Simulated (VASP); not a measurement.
## FeSi: single point with PBE

The system is FeSi.

```xyz
8
Lattice="4.5507 0.0000 0.0000 0.0000 4.5507 0.0000 0.0000 0.0000 4.5507" Properties=species:S:1:pos:R:3 pbc="T T T"
Fe    0.6213    0.6213    0.6213
Fe    1.6541    3.9294    2.8966
Fe    2.8966    1.6541    3.9294
Fe    3.9294    2.8966    1.6541
Si    3.8335    3.8335    3.8335
Si    2.9925    0.7172    1.5582
Si    1.5582    2.9925    0.7172
Si    0.7172    1.5582    2.9925
```

```json
{
  "Program": "VASP 6.6.1",
  "Task": "single point",
  "Functional": "PBE",
  "Potentials or basis": "VASP PAW PBE potentials, release 64 (Fe, Si)",
  "Cutoff": "520 eV",
  "k mesh": "6 × 6 × 6",
  "Occupations": "fermi-dirac, width 0.05 eV",
  "Spin": "collinear spin, ferromagnetic start",
  "Starting moments": "[3.0, 3.0, 3.0, 3.0, 0.0, 0.0, 0.0, 0.0] μB",
  "Further INCAR settings": "ALGO = Fast; EDIFF = 1e-06"
}
```

* Pressure: -10.3 GPa
* Largest force: 0.095 eV/Å
* Band gap on the k mesh: none (metal or under the smearing width)
* Net moment: 3.73 μB per cell
* Site moments: Fe +1.03; Si -0.05 μB
* Valence electrons inside the program's atomic spheres: Fe 7.47; Si 1.60

Forces on the atoms (eV/Å):
```
Fe  -0.012 -0.012 -0.012
Fe   0.012  0.012 -0.012
Fe  -0.012  0.012  0.012
Fe   0.012 -0.012  0.012
Si   0.055  0.055  0.055
Si  -0.055 -0.055  0.055
Si   0.055 -0.055 -0.055
Si  -0.055  0.055 -0.055
```

Levels at points of the mesh, in eV from the Fermi level:
Spin up:
| k point | band 24 | band 25 | band 26 | band 27 | band 28 | band 29 |
| --- | --- | --- | --- | --- | --- | --- |
| (0.00, 0.00, 0.00) | -0.70 | 0.03 | 0.03 | 0.03 | 2.48 | 2.48 |
| (0.50, 0.00, 0.00) | -0.58 | -0.39 | -0.39 | 1.12 | 1.12 | 1.47 |
| (0.50, 0.50, 0.00) | -0.92 | 0.08 | 0.08 | 0.61 | 0.61 | 2.07 |
| (0.50, 0.50, 0.50) | -1.01 | -0.15 | -0.15 | -0.15 | -0.15 | 5.11 |
Spin down:
```csv
k point,band 18,band 19,band 20,band 21,band 22,band 23,band 24,band 25,band 26,band 27
"(0.00, 0.00, 0.00)",-1.55,-1.55,0.10,0.10,0.10,0.31,0.31,1.13,1.13,1.13
"(0.50, 0.00, 0.00)",-1.38,-0.74,-0.74,0.00,0.00,0.33,0.33,0.71,0.71,1.95
"(0.50, 0.50, 0.00)",-0.90,-0.72,-0.72,-0.61,-0.61,0.03,0.03,1.05,1.05,1.50
"(0.50, 0.50, 0.50)",-0.35,-0.35,-0.35,-0.24,-0.24,-0.24,-0.24,0.93,0.93,0.93
```

Run time: 2.1 min on 1 thread of AMD EPYC 9R45 (Zen 5), with other jobs on the host, peak memory 0.26 GiB.
